Where in the filled bands of silicon do the s and p electrons of the atom end up, and what does it mean that a projection also finds d electrons in an element whose free atom has no occupied d shell? The calculation below answers both with the density of states projected onto angular momenta around each nucleus. It was made with the program exciting, in the release named sodium, and treats a silicon crystal at the semilocal density-functional level, in a slightly distorted diamond cell.

Silicon in a randomly strained two-atom diamond cell, calculated with exciting sodium (AM05 functional, all-electron LAPW+lo, no spin polarisation or spin–orbit coupling, 7×7×7 k mesh, Gaussian smearing of 0.0272 eV). Projections count electrons in filled states inside muffin-tin spheres of radius 2 bohr; band centres are measured from the top of the valence band.

| projection name | projection electrons (e) | projection band centre (eV) |
| --- | --- | --- |
| Si1 s | 0.750 | -7.960 |
| Si1 p | 0.950 | -3.310 |
| Si1 d | 0.060 | -3.450 |
| Si2 s | 0.750 | -7.960 |
| Si2 p | 0.950 | -3.310 |
| Si2 d | 0.060 | -3.450 |

The projection electrons count the charge of one angular character inside a sphere of radius 2 bohr around an atom. The projection band centre is the mean energy of the filled states weighted by that character, measured from the top of the valence band. The two atoms are images of each other under inversion, so their equal values are imposed by symmetry, and the physics lies in three rows. Of these, s lies deep, p lies high, and the small d count is the odd one.

### Why s lies below p

The s centre lies 4.65 eV below the p centre. The order starts in the atom: a 3s electron penetrates closer to the nucleus than a 3p electron, feels more of its charge and is bound more strongly. In the crystal these levels broaden into bands, and the bands keep a memory of where they came from.

The states of longest wavelength show how. In undistorted diamond silicon, the lowest valence state at the zone centre joins the s orbitals of both atoms in phase, and the three states at the valence top join p orbitals in a bonding way. Away from the zone centre s and p mix, which is how the directed bonds of the crystal arise. The mixing blurs the order without reversing it, so the lower valence bands remain mainly s and the upper ones mainly p.

The distance between the centres should therefore not be read as the atomic s–p splitting. Each centre averages over filled states only. It includes the s character that has mixed into the upper valence bands, and it leaves out the s and p character carried by the empty bands. The 4.65 eV describes the occupied bonding states of this distorted cell.

### Why the counts are so small

Silicon has four valence electrons, yet the three rows of one atom add up to only 1.76. The rest is found between the spheres, where the same calculation places 4.47 electrons per cell. Together with the 3.52 electrons in the two spheres this gives 7.99, the eight valence electrons of the cell to within the accuracy of the printed counts. No electrons are missing; the projection simply covers a limited region. Nor has one atom given charge to the other, since symmetry makes the two equal.

That region leaves out an important part of the bond. Neighbouring spheres are separated by 0.22 Å along the shortest bond, so the middle of the bond, where covalent charge gathers, belongs to neither atom. The spheres fill about 25% of the volume and hold 44% of the valence electrons. Charge is therefore denser near the atoms than on average, although more than half of it lies outside the spheres.

This also decides how the ratio of p to s electrons must be read. It is 1.27, far from the value of 3 that an atom with one s and three p electrons would have. One reason is that the 3p orbital reaches further out than 3s and so loses a larger part of its charge beyond the sphere. Another, not measured here, is that the deeper s level is expected to keep more than one electron per atom in the crystal. The ratio understates the p character of the bonds and would change with the chosen radius, so it is no measure of hybridisation.

### Where the d electrons come from

The d row holds 0.06 electrons, about 3% of the projected charge. Its label suggests a partly filled 3d shell, but a projection asks a more modest question: what angular shape does the wave function have when viewed from this nucleus? A smooth wave that isn't centred on the nucleus generally contains some d shape. The tail of an orbital on a neighbouring atom is such a wave.

A gas of free electrons makes this quantitative. It has the same mean density as the valence electrons of silicon, but neither atoms nor orbitals, so every d electron found in it comes from the act of projecting. Around any chosen point, the part of a plane wave of wave number $k$ that has angular momentum $l$ makes up a fraction $(2l+1)\,j_l^2(kr)$ of the density at distance $r$, where $j_l$ is a spherical Bessel function. The count in a sphere of radius $R$ is then

$$N_l = N\,(2l+1)\,\langle j_l^2(kr)\rangle ,$$

with $N$ the total number of free electrons in the sphere. The average runs over the volume of the sphere and over all filled states up to the Fermi wave number $k_\mathrm{F}$.

Four electrons in 20.16 Å³ give a density of $n = 0.198$ Å⁻³ and $k_\mathrm{F} = (3\pi^2 n)^{1/3} = 1.80$ Å⁻¹. With $R = 1.06$ Å the product $k_\mathrm{F}R$ is 1.91. One sphere takes up 24.6% of the volume per atom and therefore holds $N = 4 \times 0.246 = 0.985$ free electrons.

For d waves $l = 2$, and at small argument $j_2(x) \approx x^2/15$, so the d fraction is close to $\langle x^4\rangle/45$. The average is $\langle x^4\rangle = (3/7)^2 (k_\mathrm{F}R)^4 \approx 2.4$, which gives a fraction of 0.054. The higher terms of the series lower it to 0.040. Multiplied by 0.985 electrons, this yields a d count of 0.039.

The estimate has no adjustable constant and took nothing from the d row. It reaches about two thirds of the computed 0.06, which is enough for the question of principle: a d count of this order can arise without any occupied 3d orbital. What makes up the remaining third is not settled by the comparison. Two candidates are the charge heaped up in the bonds, which is less smooth than a plane wave, and the pull of the atom itself on the d part of the waves.

### What the free electrons cannot imitate

The analogy is most reasonable for the d row, because the centrifugal barrier keeps d waves away from the nucleus, where its attraction is strongest. It ends where the attraction of the nuclei and the bonds take over. For p the free gas gives 0.30 electrons, and the crystal has 0.95, more than three times as many. For s it gives 0.65 against 0.75, but this closeness should not be taken as success, since plane waves lack the inner nodes of a real 3s orbital.

The pattern of this failure is informative. The crystal has 0.77 electrons more in each sphere than the uniform gas, and 0.65 of them are of p character. Theory offers a natural reason. In a slow plane wave the p part is weak near the centre, whereas the nucleus draws a 3p orbital inwards, and the bonds to four neighbours fill just such orbitals. What distinguishes silicon from a featureless gas of equal density is, within these spheres, above all its p electrons.

The free gas also helps to place the d centre. Near the centre of the sphere $j_l$ grows as $(kr)^l$, so higher angular momenta are carried mostly by the faster waves, which have the higher energies. The d character should then gather in the upper part of the filled bands, and the table agrees: its centre lies 4.5 eV above that of s. The same argument would also put d clearly above p, which the table does not show: the two centres fall side by side, with d even 0.14 eV lower. So small a difference is about one step of the energy grid (0.13 eV), and the k mesh and cutoffs are usual working values, not converged limits, so which of the two lies lower should not be relied on. Either way d is not clearly above p, and the free gas gives only the rough position of the d centre. Symmetry suggests why d keeps company with p. In undistorted diamond silicon, the zone-centre states at the valence top can hold both p and d shapes around each atom, while the lowest state there can hold s but neither p nor d.

The same reasoning tells a reader what to expect when the spheres are chosen differently. A larger sphere collects more of every character, with p gaining on s because its orbital reaches further out. The d count should rise most steeply of the three, since its fraction in the free gas starts as the fourth power of the radius. The order of the s and p centres rests on the bands themselves and is much less a matter of that choice.

In a silicon transistor that conducts by holes, the carriers occupy the very top of the valence band, in states of mainly p character. Such states point along particular directions, which is why straining the channel splits them and changes how easily holes move. The p centre, more than 3 eV further down, is an average over all filled p character and says nothing about the mobility itself.
